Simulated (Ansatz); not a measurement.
# P in Ansatz: convergence with smearing width

Crystal: P.

```
CELL_PARAMETERS angstrom
1.72573 0.99635 3.12968
-1.72573 0.99635 3.12968
0.00000 -1.99270 3.12968
ATOMIC_POSITIONS crystal
P 0.76363 0.77121 0.76339
P 0.22196 0.22899 0.22684
```

This isn't the form of P at room conditions, which is orthorhombic.

The cell isn't the ideal one: atoms moved at random, drawn with an rms of 0.05 Å.

* Program: Ansatz 0.2.0
* Task: convergence study
* Functional: PBE
* Potentials or basis: PseudoDojo standard (PBE files)
* Cutoff: 599 eV
* Density cutoff: 2395 eV
* k mesh: 7 × 7 × 7
* Occupations: methfessel-paxton, width 0.3 eV
* Spin: no spin polarisation

These are the settings of the first run; the series varies smearing width, with any setting tied to it.

Hardware: 2 threads of Intel(R) Xeon(R) Processor @ 2.50GHz (Skylake/Cascade Lake), with other jobs on the host.

**Question.** The values tried are 0.3 eV, 0.2 eV, 0.15 eV, 0.1 eV, 0.05 eV, 0.025 eV, 0.01 eV, 0.005 eV, loosest first. From which on does the largest force stay within 0.005 eV/Å of the tightest run that finished?

**Answer.** From 0.05 eV on.

| smearing width | energy less the tightest run, at zero smearing (meV/atom) | pressure (GPa) | largest force (eV/Å) | gap on the mesh (eV) | SCF cycles | CPU time (s) | peak memory (GiB) |
| --- | --- | --- | --- | --- | --- | --- | --- |
| 0.3 eV | 0.16 | -0.13 | 0.235 | 0.000 | 6 | 9.2 | 0.34 |
| 0.2 eV | 0.15 | -0.19 | 0.249 | 0.000 | 6 | 9.4 | 0.34 |
| 0.15 eV | 0.16 | -0.20 | 0.261 | 0.000 | 6 | 9.5 | 0.34 |
| 0.1 eV | 0.10 | -0.20 | 0.271 | 0.000 | 7 | 9.7 | 0.34 |
| 0.05 eV | 0.04 | -0.23 | 0.276 | 0.000 | 6 | 9.2 | 0.34 |
| 0.025 eV | 0.00 | -0.22 | 0.277 | 0.000 | 6 | 9.5 | 0.34 |
| 0.01 eV | 0.00 | -0.22 | 0.276 | 0.000 | 7 | 9.8 | 0.34 |
| 0.005 eV | 0.00 | -0.22 | 0.276 | 0.084 | 7 | 9.8 | 0.34 |

Against the tightest run, the energy stays within 1 meV/atom from 0.3 eV on; the pressure stays within 0.1 GPa from 0.3 eV on. Not settled before the last step: the gap on the mesh (to 0.01 eV). The tightest run that finished is the yardstick and may itself not be fully converged.

Caveat, for the tightest run too: odd divisions of the mesh miss points on the zone boundary, where band edges often lie, so the gap on the mesh can be too wide.
